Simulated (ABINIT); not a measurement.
# ZnS (Wurtzite-4H) (P6_3mc) in ABINIT: band structure with PBE

Aim: the band structure of ZnS (Wurtzite-4H) with PBE.

All numbers are computed with ABINIT 10.8.3 (patched build); they aren't measurements. Logs are shortened: lines on timing, memory, paths and dates and some standing lists are left out, and cuts for length are marked. The log counts tension as positive stress, the text compression.

**What was measured.**

From a printed reference work, monograph, for a bulk crystal of ZnS at 4 K: band gap 3.911 eV (direct).

The runs below are set against these values where they give the same quantity.

## (1) The structure

The structure is hexagonal, space group P6_3mc (No. 186). The conventional cell has a = 3.823 Å, b = 3.823 Å, c = 12.520 Å, α = 90.00°, β = 90.00°, γ = 120.00°. Zn (site symmetry 3m) has 4 S at 2.34 to 2.35 Å as nearest neighbours. Zn (site symmetry 3m) is surrounded by 4 S at 2.34 to 2.35 Å. S (site symmetry 3m) is surrounded by 4 Zn at 2.34 to 2.35 Å. Around S (site symmetry 3m) lie 4 Zn at 2.34 to 2.35 Å.

## (2) Band structure, PBE

Contents of run.abi:

```
# Datasets: ground state, then fixed potential
ndtset 2

# Pseudopotentials
pp_dirpath "./"
pseudos "Zn.GGA_PBE-JTH.xml, S.GGA_PBE-JTH.xml"

# Structure
acell 3*1.0 Angstrom
rprim
     3.8227000000     0.0000000000     0.0000000000
    -1.9113500000     3.3105553110     0.0000000000
     0.0000000000     0.0000000000    12.5200000000
ntypat 2
znucl 30 16
natom 8
typat 1 1 1 1 2 2 2 2
xred
     0.6666666667     0.3333333333     0.7500000000
     0.3333333333     0.6666666667     0.2500000000
     0.0000000000     0.0000000000     0.5000000000
     0.0000000000     0.0000000000     0.0000000000
     0.6666666667     0.3333333333     0.9375000000
     0.3333333333     0.6666666667     0.4375000000
     0.0000000000     0.0000000000     0.6875000000
     0.0000000000     0.0000000000     0.1875000000

# Plane-wave basis
ecut 22.0
pawecutdg 44.0
pawxcdev 0

# Exchange and correlation
ixc 11

# Bands and occupations
occopt 3
tsmear 0.00183747

# SCF cycle
nstep 100

# Output
iomode 3
prtwf 0
prteig 0
prtebands 0
prtden1 1

# Dataset 1
kptopt1 1
ngkpt1 8 8 3
nshiftk1 1
shiftk1 0.0 0.0 0.0
nband1 44
tolvrs1 1.0e-9

# Dataset 2: bands along G-M-K-G-A-L-H-A
iscf2 -2
getden2 1
nband2 50
nbdbuf2 4
tolwfr2 1.0e-11
kptopt2 -7
ndivsm2 6
prteig2 1
kptbounds2
     0.0000000000     0.0000000000     0.0000000000
     0.5000000000     0.0000000000     0.0000000000
     0.3333333333     0.3333333333     0.0000000000
     0.0000000000     0.0000000000     0.0000000000
     0.0000000000     0.0000000000     0.5000000000
     0.5000000000     0.0000000000     0.5000000000
     0.3333333333     0.3333333333     0.5000000000
     0.0000000000     0.0000000000     0.5000000000
```

Potentials or basis: JTH PAW PBE v2.0.

The run is started by

```bash
$ abinit run.abi > log 2>&1
```

run.abo:

```text
.Version 10.8.3 of ABINIT
 DATASET    1 : space group P6_3 m c (#186); Bravais hP (primitive hexag.)
================================================================================
 Values of the parameters that define the memory need for DATASET  1.
     intxc =       0    ionmov =       0      iscf =      17    lmnmax =      18
     lnmax =       6     mgfft =     100  mpssoang =       3    mqgrid =    7065
     natom =       8  nloc_mem =       2    nspden =       1   nspinor =       1
    nsppol =       1      nsym =      12    n1xccc =       1    ntypat =       2
    occopt =       3   xclevel =       2
       mpw =        5318          nfft =      102400          nkpt =          20
 PAW method is used; the additional fine FFT grid is defined by:
   mgfftf=       144    nfftf =    291600
================================================================================
================================================================================

 DATASET    2 : space group P6_3 m c (#186); Bravais hP (primitive hexag.)
================================================================================
 Values of the parameters that define the memory need for DATASET  2.
     intxc =       0    ionmov =       0      iscf =      -2    lmnmax =      18
     lnmax =       6     mgfft =     100  mpssoang =       3    mqgrid =    7065
     natom =       8  nloc_mem =       2    nspden =       1   nspinor =       1
    nsppol =       1      nsym =      12    n1xccc =       1    ntypat =       2
    occopt =       3   xclevel =       2
       mpw =        5318          nfft =      102400          nkpt =         131
 PAW method is used; the additional fine FFT grid is defined by:
   mgfftf=       144    nfftf =    291600
================================================================================
================================================================================

--------------------------------------------------------------------------------
------------- Echo of variables that govern the present computation ------------
--------------------------------------------------------------------------------
 -outvars: echo values of preprocessed input variables --------
            acell      1.8897261259E+00  1.8897261259E+00  1.8897261259E+00 Bohr
              amu      6.53900000E+01  3.20660000E+01
             ecut      2.20000000E+01 Hartree
           getden1          0
           getden2          1
             iscf1         17
             iscf2         -2
                       outvar_i_n : Printing only first  50 k-points.
              ixc          11
           jdtset        1    2
                       outvar_i_n : Printing only first  50 k-points.
           kptopt1          1
           kptopt2         -7
         kptrlatt        8    0    0      0    8    0      0    0    3
          kptrlen1     5.77908485E+01
          kptrlen2     3.00000000E+01
            natom           8
            nband1         44
            nband2         50
           nbdbuf1          0
           nbdbuf2          4
           ndtset           2
           ndivsm1          0
           ndivsm2          6
            ngfft          32      32     100
          ngfftdg          45      45     144
             nkpt1         20
             nkpt2        131
            nstep         100
             nsym          12
           ntypat           2
           occopt           3
        pawecutdg      4.40000000E+01 Hartree
         pawxcdev           0
        prtebands           0
           prteig1          0
           prteig2          1
            prtwf           0
            rprim      3.8227000000E+00  0.0000000000E+00  0.0000000000E+00
                      -1.9113500000E+00  3.3105553110E+00  0.0000000000E+00
                       0.0000000000E+00  0.0000000000E+00  1.2520000000E+01
           shiftk1     0.00000000E+00  0.00000000E+00  0.00000000E+00
           shiftk2     5.00000000E-01  5.00000000E-01  5.00000000E-01
          spgroup         186
           tolvrs1     1.00000000E-09
           tolvrs2     0.00000000E+00
           tolwfr1     0.00000000E+00
           tolwfr2     1.00000000E-11
           tsmear      1.83747000E-03 Hartree
            typat      1  1  1  1  2  2  2  2
           useylm           1
                       outvars : Printing only first  50 k-points.
[... 2575 lines left out ...]
 -3.8192E-02 -3.8192E-02 -3.8192E-02 -3.8192E-02 -3.5612E-02 -3.5612E-02
 -3.5612E-02 -3.5612E-02 -2.9522E-02 -2.9522E-02 -2.1387E-02 -2.1387E-02
 -2.1387E-02 -2.1387E-02 -1.9874E-02 -1.9874E-02 -1.9874E-02 -1.9874E-02
  3.3859E-02  3.3859E-02  1.5149E-01  1.5149E-01  1.6578E-01  1.6578E-01
  1.6578E-01  1.6578E-01  1.8825E-01  1.8825E-01  1.8825E-01  1.8825E-01
  3.0265E-01  3.0265E-01  3.1485E-01  3.1485E-01  4.2343E-01  4.2343E-01
  4.3185E-01  4.3185E-01  4.3185E-01  4.3185E-01  4.5637E-01  4.5637E-01
  4.5637E-01  4.5637E-01

--- !ResultsGS
iteration_state: {dtset: 2, }
comment   : Summary of ground state results
lattice_vectors:
- [  7.2238561,   0.0000000,   0.0000000, ]
- [ -3.6119280,   6.2560429,   0.0000000, ]
- [  0.0000000,   0.0000000,  23.6593711, ]
lattice_lengths: [   7.22386,    7.22386,   23.65937, ]
lattice_angles: [ 90.000,  90.000, 120.000, ] # degrees, (23, 13, 12)
lattice_volume:   1.0692321E+03
convergence: {deltae:  0.000E+00, res2:  0.000E+00, residm:  9.995E-12, diffor:  0.000E+00, }
etotal    :  -2.98781265E+02
entropy   :   0.00000000E+00
fermie    :   2.33766244E-01
cartesian_stress_tensor: null
pressure_GPa: null
xred      :
- [  6.6667E-01,   3.3333E-01,   7.5000E-01, Zn]
- [  3.3333E-01,   6.6667E-01,   2.5000E-01, Zn]
- [  1.8504E-17,   3.7007E-17,   5.0000E-01, Zn]
- [  1.8504E-17,   3.7007E-17,   0.0000E+00, Zn]
- [  6.6667E-01,   3.3333E-01,   9.3750E-01,  S]
- [  3.3333E-01,   6.6667E-01,   4.3750E-01,  S]
- [  1.8504E-17,   3.7007E-17,   6.8750E-01,  S]
- [  1.8504E-17,   3.7007E-17,   1.8750E-01,  S]
cartesian_forces: null
force_length_stats: {min: null, max: null, mean: null, }
...

 Integrated electronic density in atomic spheres:
 ------------------------------------------------
 Atom  Sphere_radius  Integrated_density
    1        2.30770         10.78280466
    2        2.30770         10.78280466
    3        2.30770         10.78175510
    4        2.30770         10.78175510
    5        1.90380          3.59108267
    6        1.90380          3.59108267
    7        1.90380          3.59069420
    8        1.90380          3.59069420

================================================================================

 ----iterations are completed or convergence reached----

 Mean square residual over all n,k,spin=   55.655E-13; max=  99.953E-13
 reduced coordinates (array xred) for    8 atoms
       0.666666666667      0.333333333333      0.750000000000
       0.333333333333      0.666666666667      0.250000000000
       0.000000000000      0.000000000000      0.500000000000
       0.000000000000      0.000000000000      0.000000000000
       0.666666666667      0.333333333333      0.937500000000
       0.333333333333      0.666666666667      0.437500000000
       0.000000000000      0.000000000000      0.687500000000
       0.000000000000      0.000000000000      0.187500000000

 cartesian coordinates (angstrom) at end:
    1      1.91135000000000     1.10351843700000     9.39000000000000
    2      0.00000000000000     2.20703687400000     3.13000000000000
    3      0.00000000000000     0.00000000000000     6.26000000000000
    4      0.00000000000000     0.00000000000000     0.00000000000000
    5      1.91135000000000     1.10351843700000    11.73750000000000
    6      0.00000000000000     2.20703687400000     5.47750000000000
    7      0.00000000000000     0.00000000000000     8.60750000000000
    8      0.00000000000000     0.00000000000000     2.34750000000000
 length scales=  1.889726125908  1.889726125908  1.889726125908 bohr
              =  1.000000000000  1.000000000000  1.000000000000 angstroms
 Eigenvalues (hartree) for nkpt= 131  k points:
 kpt#   1, nband= 50, wtk=  1.00000, kpt=  0.0000  0.0000  0.0000 (reduced coord)
  -0.28903   -0.27383   -0.27339   -0.25522   -0.03884   -0.03871   -0.03871   -0.03765
  -0.03731   -0.03731   -0.03718   -0.03644   -0.03644   -0.03514   -0.03514   -0.02152
  -0.02152   -0.02126   -0.02126   -0.02017   -0.02017   -0.01958   -0.01958   -0.01357
  -0.00031    0.08900    0.08957    0.16156    0.16156    0.17620    0.17620    0.17685
   0.17685    0.19203    0.19349    0.19349    0.27124    0.31036    0.31741    0.32618
   0.42589    0.42589    0.43010    0.43725    0.43725    0.44241    0.44691    0.45448
   0.45449    0.46050
 kpt#   2, nband= 50, wtk=  1.00000, kpt=  0.0217  0.0000  0.0000 (reduced coord)
  -0.28892   -0.27373   -0.27330   -0.25515   -0.03883   -0.03871   -0.03869   -0.03768
  -0.03748   -0.03728   -0.03700   -0.03641   -0.03639   -0.03514   -0.03511   -0.02156
  -0.02155   -0.02124   -0.02124   -0.02017   -0.02017   -0.01967   -0.01957   -0.01350
  -0.00014    0.08898    0.08955    0.16051    0.16126    0.17533    0.17598    0.17601
   0.17662    0.19181    0.19217    0.19334    0.27257    0.31138    0.31836    0.32711
   0.42532    0.42622    0.43038    0.43503    0.43775    0.44059    0.44768    0.45479
   0.45634    0.46030
 kpt#   3, nband= 50, wtk=  1.00000, kpt=  0.0435  0.0000  0.0000 (reduced coord)
[... 1017 lines left out ...]
  -0.03815   -0.03815   -0.03561   -0.03561   -0.03558   -0.03558   -0.02952   -0.02952
  -0.02140   -0.02140   -0.02139   -0.02139   -0.01987   -0.01987   -0.01985   -0.01985
   0.03395    0.03395    0.15114    0.15114    0.16475    0.16475    0.16549    0.16549
   0.18755    0.18755    0.18807    0.18807    0.30353    0.30353    0.31589    0.31589
   0.42204    0.42204    0.43224    0.43224    0.43283    0.43283    0.45571    0.45571
   0.45693    0.45693
 kpt# 131, nband= 50, wtk=  1.00000, kpt=  0.0000  0.0000  0.5000 (reduced coord)
  -0.28476   -0.28476   -0.26100   -0.26100   -0.03892   -0.03892   -0.03819   -0.03819
  -0.03819   -0.03819   -0.03561   -0.03561   -0.03561   -0.03561   -0.02952   -0.02952
  -0.02139   -0.02139   -0.02139   -0.02139   -0.01987   -0.01987   -0.01987   -0.01987
   0.03386    0.03386    0.15149    0.15149    0.16578    0.16578    0.16578    0.16578
   0.18825    0.18825    0.18825    0.18825    0.30265    0.30265    0.31485    0.31485
   0.42343    0.42343    0.43185    0.43185    0.43185    0.43185    0.45637    0.45637
   0.45637    0.45637

== END DATASET(S) ==============================================================
================================================================================

 -outvars: echo values of variables after computation  --------
            acell      1.8897261259E+00  1.8897261259E+00  1.8897261259E+00 Bohr
           etotal1    -2.9878126537E+02
            fcart1     3.1683195515E-28  1.8292301460E-28  1.4451675582E-04
                      -2.7955760748E-28 -1.6140265994E-28  1.4451675582E-04
                       1.8637173832E-29  1.0760177329E-29  4.2934171165E-04
                       1.8637173832E-29  1.0760177329E-29  4.2934171165E-04
                      -1.3046021683E-28 -7.5321241304E-29  2.5864280560E-04
                       1.6773456449E-28  9.6841595962E-29  2.5864280560E-04
                       1.8637173832E-29  1.0760177329E-29 -8.3250127307E-04
                      -1.3046021683E-28 -7.5321241304E-29 -8.3250127307E-04
            rprim      3.8227000000E+00  0.0000000000E+00  0.0000000000E+00
                      -1.9113500000E+00  3.3105553110E+00  0.0000000000E+00
                       0.0000000000E+00  0.0000000000E+00  1.2520000000E+01
           strten1    -3.8265946198E-05 -3.8265946118E-05 -3.3566293902E-05
                       0.0000000000E+00  0.0000000000E+00  0.0000000000E+00
           xangst      1.9113500000E+00  1.1035184370E+00  9.3900000000E+00
                       4.0334943951E-17  2.2070368740E+00  3.1300000000E+00
                       4.7702823319E-33  1.2251515769E-16  6.2600000000E+00
                       4.7702823319E-33  1.2251515769E-16  0.0000000000E+00
                       1.9113500000E+00  1.1035184370E+00  1.1737500000E+01
                       4.0334943951E-17  2.2070368740E+00  5.4775000000E+00
                       4.7702823319E-33  1.2251515769E-16  8.6075000000E+00
                       4.7702823319E-33  1.2251515769E-16  2.3475000000E+00
             xred      6.6666666667E-01  3.3333333333E-01  7.5000000000E-01
                       3.3333333333E-01  6.6666666667E-01  2.5000000000E-01
                       1.8503717077E-17  3.7007434154E-17  5.0000000000E-01
                       1.8503717077E-17  3.7007434154E-17  0.0000000000E+00
                       6.6666666667E-01  3.3333333333E-01  9.3750000000E-01
                       3.3333333333E-01  6.6666666667E-01  4.3750000000E-01
                       1.8503717077E-17  3.7007434154E-17  6.8750000000E-01
                       1.8503717077E-17  3.7007434154E-17  1.8750000000E-01
 Calculation completed.
```

Wall time 34 min (1 thread of Arm Neoverse V2, shared host); peak memory 0.71 GiB.

What came out:

```
Free energy                                           : -8130.2524 eV
Pressure                                              : 1.1 GPa
Largest force                                         : 0.043 eV/Å
Band gap on the k mesh                                : 2.12 eV, direct
Band gap along the path                               : 2.12 eV, direct
Valence electrons inside the program's atomic spheres : Zn 10.78; S 3.59
```

Forces on the atoms (eV/Å):
```
Zn   0.000  0.000  0.007
Zn   0.000  0.000  0.007
Zn   0.000  0.000  0.022
Zn   0.000  0.000  0.022
S    0.000  0.000  0.013
S    0.000  0.000  0.013
S    0.000  0.000 -0.043
S    0.000  0.000 -0.043
```

Levels at the corners of the path, in eV from the valence-band top:
```tsv
point	band 33	band 34	band 35	band 36	band 37	band 38	band 39	band 40
Γ	-0.45	-0.04	0.00	0.00	2.12	3.18	3.37	3.61
M	-1.58	-1.57	-1.10	-0.87	3.30	3.36	3.76	4.34
K	-2.28	-1.75	-1.75	-1.32	4.49	4.91	4.91	5.24
Γ	-0.45	-0.04	0.00	0.00	2.12	3.18	3.37	3.61
A	-0.14	-0.14	-0.14	-0.14	2.97	2.97	3.30	3.30
L	-1.50	-1.50	-1.10	-1.10	3.69	3.69	4.02	4.02
H	-1.79	-1.79	-1.60	-1.60	4.38	4.38	5.18	5.18
A	-0.14	-0.14	-0.14	-0.14	2.97	2.97	3.30	3.30
```

## (3) Against experiment

Step 2. Measured gap of ZnS: 3.911 eV (direct; 4 K; a printed reference work, monograph). This calculation gives 2.12 eV (-1.80 eV). The value is that of PBE, without temperature or zero-point motion. Semilocal functionals fall short of measured gaps as a rule.
